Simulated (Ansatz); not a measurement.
## Hf in Ansatz: convergence with scf exx energy threshold

Input of the first run (scf exx energy threshold 0.01); the others differ in this setting and in those tied to it:

The input input.yaml:

```yaml
crystal:
  lattice:
    - [4.962329544, 0.0, 0.0]
    - [-2.481164772, 4.297503447, 0.0]
    - [0.0, 0.0, 3.08623225]
  atoms:
    - { symbol: Hf, position: [0.0, 0.0, 0.0] }
    - { symbol: Hf, position: [0.3333333333, 0.6666666667, 0.5] }
    - { symbol: Hf, position: [0.6666666667, 0.3333333333, 0.5] }
hamiltonian:
  xc: hse06
  pseudopotentials: { kind: paw }
kpoints:
  mp_grid: { grid: [3, 3, 5] }
scf:
  occupations: { method: fermi_dirac, width: 0.1 }
  exx: { energy_threshold: 0.01 }
output:
  forces: true
  stress: true
  eigenvalues: true
```

Potentials or basis: Ansatz PAW.

The run is started by

```sh
$ ansatz run input.yaml --threads 2 --pin off --max-ram 5632MiB --backend cpu --events-out ev --progress --plain --runs-dir out
```

This isn't the form of Hf at room conditions, which is hcp.

Hardware: 2 threads of Arm Neoverse V2, with other jobs on the host.

```
scf exx energy threshold  energy less the tightest run, at zero smearing (meV/atom)  SCF cycles  CPU time (s)  peak memory (GiB)
                    0.01                                                       0.00          24            38               0.74
                   0.001                                                       0.00          24            37               0.74
                  0.0001                                                       0.00          24            37               0.74
                   1e-05                                                       0.00          26            39               0.74
                   1e-06                                                       0.00          28            40               0.73
                   1e-07                                                       0.00          31            42               0.73
```

Against the tightest run, the energy stays within 1 meV/atom from 0.01 on. The tightest run that finished is the yardstick and may itself not be fully converged.

Caveat, for the tightest run too: the k mesh is coarse (spacing up to 0.49 Å⁻¹), so the values aren't converged, least of all with exact exchange. The run has no spin-orbit coupling, so splittings on Hf are missing.
